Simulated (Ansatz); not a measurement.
Cu Kα1 powder pattern (kinematic, no thermal factors).
```tsv
2θ (°)	relative intensity
33.87	100
38.95	45
40.00	21
56.27	15
57.06	29
67.31	28
68.75	13
71.25	14
83.64	5
86.32	2
```

The pattern is computed from a structure relaxed with Ansatz, DFT PBE, scalar-relativistic, plane waves, PAW. No spin polarisation. Its elements are N, Zr.

Give the structure.

Zr₂N.
Space group P4/mmm (No. 123). a = 3.267 Å, b = 3.267 Å, c = 4.504 Å, α = 90.00°, β = 90.00°, γ = 90.00°
| atom | site | symmetry | x | y | z |
| --- | --- | --- | --- | --- | --- |
| Zr | 1c | 4/mmm | 0.5000 | 0.5000 | 0.0000 |
| Zr | 1b | 4/mmm | 0.0000 | 0.0000 | 0.5000 |
| N | 1d | 4/mmm | 0.5000 | 0.5000 | 0.5000 |

A pattern alone doesn't exclude other cells with like lines; this is the one computed.

The structure comes from a generated guess; another structure or a mixture of phases may lie lower.
